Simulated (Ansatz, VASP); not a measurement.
**Al in VASP and in Ansatz**

File INCAR:

```
PREC = Accurate
ENCUT = 520
EDIFF = 1E-7
ISMEAR = 0
SIGMA = 0.15
LREAL = False
LASPH = True
NELM = 100
ALGO = Normal
ISIF = 2
LWAVE = False
LCHARG = False
GGA = PS
NBANDS = 8
```

The input KPOINTS:

```
Automatic mesh
0
Gamma
  24 24 24
```

POSCAR

```
Al
1.0
   -1.5912186900      1.5912186900      1.5912186900
    1.5912186900     -1.5912186900      1.5912186900
    1.5912186900      1.5912186900     -1.5912186900
Al
1
Direct
    0.0000000000      0.0000000000      0.0000000000
```

Input for Ansatz:

```yaml
crystal:
  lattice:
    - [-1.59121869, 1.59121869, 1.59121869]
    - [1.59121869, -1.59121869, 1.59121869]
    - [1.59121869, 1.59121869, -1.59121869]
  atoms:
    - { symbol: Al, position: [0.0, 0.0, 0.0] }
basis:
  ecutwfc: 420
kpoints:
  mp_grid: { grid: [24, 24, 24] }
hamiltonian:
  xc: pbesol
scf:
  occupations: { method: gaussian, width: 0.15 }
output:
  forces: true
  stress: true
  eigenvalues: true
```

This isn't the form of Al at room conditions, which is fcc.

Alike in both runs: task single point; functional PBEsol; k mesh 24 × 24 × 24; occupations gaussian, width 0.15 eV; no spin polarisation.

```csv
,VASP,Ansatz
version,VASP 6.6.1,Ansatz 0.2.0
potentials or method,"VASP PAW PBE potentials, release 64 (Al)","scalar-relativistic, plane waves, PAW"
plane-wave cutoff (eV),520,420
valence electrons in the cell,3,3
```

|  | VASP | Ansatz | Ansatz less VASP |
| --- | --- | --- | --- |
| gap on the k mesh at the Fermi level (eV) | none | none | - |
| pressure (GPa) | 2.3 | 2.2 | -0.07 |

A gap of «none» marks a metal or a gap that the smearing closes.

Caveats: the PAW data sets were made with another functional, which shifts forces and pressure a little (VASP).
